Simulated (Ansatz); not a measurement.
Crystal: CuAu.

```
Au Cu
1.0
     2.81075    0.00000    0.00000
     0.00000    2.81075    0.00000
     0.00000    0.00000    3.68500
Au Cu
1 1
Cartesian
  0.0000 0.0000 0.0000
  1.4054 1.4054 1.8425
```

Base run:

- Program: Ansatz 0.2.0
- Functional: PBE
- Potentials or basis: all-electron LAPW, scalar-relativistic
- Cutoff: 271 eV
- Density cutoff: 1086 eV
- Basis error allowed: 0.001 eV/atom
- k mesh: 9 × 9 × 7
- Occupations: fermi-dirac, width 0.05 eV
- Spin: no spin polarisation

Its results: pressure 4.5 GPa.

Task: After a change of settings the same cell gave: pressure -9.2 GPa. Which change was it?
A. functional from PBE to PBEsol; potentials or basis from all-electron LAPW, scalar-relativistic to all-electron LAPW, non-relativistic
B. occupations from fermi-dirac, width 0.05 eV to gaussian, width 0.02 eV
C. functional from PBE to LDA
D. functional from PBE to PBEsol; potentials or basis from all-electron LAPW, scalar-relativistic to all-electron LAPW, inner shells corrected to Dirac's equation

Result: C.

LDA binds more tightly than PBE, so the same cell stands under less pressure.

Not every run made on this cell is shown here.
